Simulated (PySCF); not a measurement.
Bonds (- single, = double, # triple, : aromatic): O1=C2, C2-C3, C3:C4, C4:C5, C5:C6, C6:C7, C7:C8, C8:C3. C2 carries H9; C4 carries H10; C5 carries H11; C6 carries H12; C7 carries H13; C8 carries H14.

GIAO shifts from PySCF 2.14 on PBE0-D3(BJ)/def2-TZVP geometries (one conformer, non-relativistic, equivalent nuclei averaged), against TMS at the same level and in the same medium; PCM means IEF-PCM chloroform.

Measured (solution, CDCl3, 298 K; Fulmer et al., Organometallics 2010, 29, 2176): C2 192.7, C3 136.6, C4/C8 129.9, C5/C7 129.2, C6 134.6, H9 10.03, H10/H14 7.89, H11/H13 7.54, H12 7.63 ppm.

Q: Which unscaled values do B97-2/pcSseg-2, gas; WP04/pcSseg-2, PCM; wB97X-D/pcSseg-2, PCM give, and how close are they?

A: 
```csv
atoms,measured,"B97-2/pcSseg-2, gas","WP04/pcSseg-2, PCM","wB97X-D/pcSseg-2, PCM"
C2,192.7,197.8,204.5,209.3
C3,136.6,143.2,146.8,148.5
C4/C8,129.9,138.0,142.1,143.9
C5/C7,129.2,135.3,138.9,140.9
C6,134.6,141.4,146.5,148.7
H9,10.03,10.36,9.99,10.38
H10/H14,7.89,8.24,8.12,8.49
H11/H13,7.54,7.80,7.71,8.07
H12,7.63,7.87,7.84,8.21
```

Mean absolute error for ¹³C: B97-2/pcSseg-2, gas 6.5, WP04/pcSseg-2, PCM 11.2, wB97X-D/pcSseg-2, PCM 13.7 ppm.

Mean absolute error for ¹H: B97-2/pcSseg-2, gas 0.30, WP04/pcSseg-2, PCM 0.16, wB97X-D/pcSseg-2, PCM 0.52 ppm.
